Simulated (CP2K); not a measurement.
The system is GaAs.

```
CELL_PARAMETERS angstrom
3.81014 0.00000 0.00000
0.00000 3.81014 0.00000
0.00000 0.00000 2.73891
ATOMIC_POSITIONS crystal
Ga 0.50000 0.50000 0.50000
As 0.00000 0.00000 0.50000
```

The cell was built by a generator and needn't be a form met in nature.

Program: CP2K 2026.2. Alike in all runs: task atomic charges; level PBE; no spin polarisation; cell as given; k mesh 7 × 7 × 10; smearing fermi-dirac 0.05 eV. Hardware: 1 thread of Arm Neoverse V1, with other jobs on the host.

Q: Order these runs on this cell by their wall time, lowest first.
A. potentials or basis POTENTIAL_UZH Ga GTH-PBE-q13, As GTH-PBE-q5; TZV2P-MOLOPT-PBE-GTH basis; ADDED_MOS [10]
B. potentials or basis POTENTIAL_UZH Ga GTH-PBE-q13, As GTH-PBE-q5; DZVP-MOLOPT-PBE-GTH basis; ADDED_MOS [10]
C. potentials or basis POTENTIAL_UZH Ga GTH-PBE-q13, As GTH-PBE-q5; ccGRB-D basis; ADDED_MOS [10]
D. potentials or basis GTH_POTENTIALS Ga GTH-PBE-q13, As GTH-PBE-q5; SZV-MOLOPT-SR-GTH basis; ADDED_MOS [4]

A: D (6 s), C (13 s), B (28 s), A (69 s).
